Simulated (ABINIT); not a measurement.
# Na2S in ABINIT: the effect of functional

The system is Na2S.

```
S Na
1.0
     0.00000    3.27350    3.27350
     3.27350    0.00000    3.27350
     3.27350    3.27350    0.00000
S Na
1 2
Cartesian
  0.0000 0.0000 0.0000
  4.9102 4.9102 4.9102
  1.6367 1.6367 1.6367
```

Alike in all runs:

```yaml
Program: ABINIT 10.8.3 (patched build)
Task: band structure
k_mesh: 7 × 7 × 7
Occupations: fermi-dirac, width 0.05 eV
Spin: no spin polarisation
```

Task: One run gave: gap on the mesh 3.01 eV; pressure -0.3 GPa. Which functional did it use?
A. r2SCAN
B. LDA
C. PBEsol

Result: A.

| functional | potentials or basis | cutoff | gap on the mesh (eV) | pressure (GPa) |
| --- | --- | --- | --- | --- |
| PBEsol | PseudoDojo NC SR PBEsol v0.4.1 standard | 1197 eV | 2.36 | -0.6 |
| LDA | JTH PAW LDA v2.0 | 1088 eV | 2.22 | -2.0 |
| r2SCAN | JTH PAW PBE v2.0 | 1306 eV | 3.01 | -0.3 |

Caveats: the PAW data sets were made with another functional, which shifts forces and pressure a little (some runs).

